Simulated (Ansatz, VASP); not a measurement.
**ZnO in VASP and in Ansatz**

File POSCAR:

```
ZnO
1.0
    0.0000000000      2.1337703963      2.1792197058
    2.1337703963      0.0000000000      2.1792197058
    2.1337703963      2.1337703963      0.0000000000
Zn O
1 1
Direct
    0.0000000000      0.0000000000      0.0000000000
    0.5000000000      0.5000000000      0.5000000000
```

INCAR.step1

```
SYSTEM = ZnO
PREC = Accurate
ENCUT = 520
ISMEAR = 0
SIGMA = 0.01
LREAL = .False.
LASPH = .True.
NELM = 80
NBANDS = 16
GGA = PE
ALGO = Normal
EDIFF = 1E-4
LWAVE = .True.
LCHARG = .False.
```

File INCAR.step2:

```
SYSTEM = ZnO
PREC = Accurate
ENCUT = 520
EDIFF = 1E-7
ISMEAR = 0
SIGMA = 0.01
LREAL = .False.
LASPH = .True.
NELM = 80
ALGO = Normal
ISIF = 2
LWAVE = .False.
LCHARG = .False.
METAGGA = R2SCAN
LMIXTAU = .True.
NBANDS = 16
ISTART = 1
```

KPOINTS

```
Automatic mesh
0
Gamma
  10 10 10
  0 0 0
```

Input for Ansatz:

```yaml
crystal:
  lattice:
    - [0.0, 2.1337703963, 2.1792197058]
    - [2.1337703963, 0.0, 2.1792197058]
    - [2.1337703963, 2.1337703963, 0.0]
  atoms:
    - { symbol: Zn, position: [0.0, 0.0, 0.0] }
    - { symbol: O, position: [0.5, 0.5, 0.5] }
kpoints:
  mp_grid: { grid: [10, 10, 10] }
  band_path:
    path:
      - [0.0, 0.0, 0.0]
      - [0.5, 0.0, 0.5]
      - [0.625, 0.25, 0.625]
      - [0.375, 0.375, 0.75]
      - [0.5, 0.5, 0.5]
      - [0.5, 0.25, 0.75]
    npoints: 1
hamiltonian:
  xc: r2scan
scf:
  occupations: { method: fixed }
  n_extra_bands: 4
output:
  forces: true
  stress: true
  eigenvalues: true
```

Change from the starting cell: uniaxial_z strain +2.1%.

Alike in both runs: task single point; functional r2SCAN; k mesh 10 × 10 × 10; no spin polarisation.

```csv
,VASP,Ansatz
version,VASP 6.6.1,Ansatz 0.2.0
potentials or method,"VASP PAW PBE potentials, release 64 (Zn, O)","plane waves, PAW"
plane-wave cutoff (eV),520,500
occupations,"gaussian, width 0.01 eV",fixed
valence electrons in the cell,18,18
```

VASP gave:

| Item | Value |
| --- | --- |
| gap on the k mesh at the Fermi level (eV) | 1.38 |
| pressure (GPa) | -2.3 |
| largest component of the traceless stress (GPa) | 1.24 |

**Question.** Which values does Ansatz return?

**Answer.** gap on the k mesh at the Fermi level (eV): 1.40; pressure (GPa): -3.8; largest component of the traceless stress (GPa): 1.15.

Caveats: the PAW data sets were made with another functional, which shifts forces and pressure a little (VASP). A k mesh can miss the band edges.
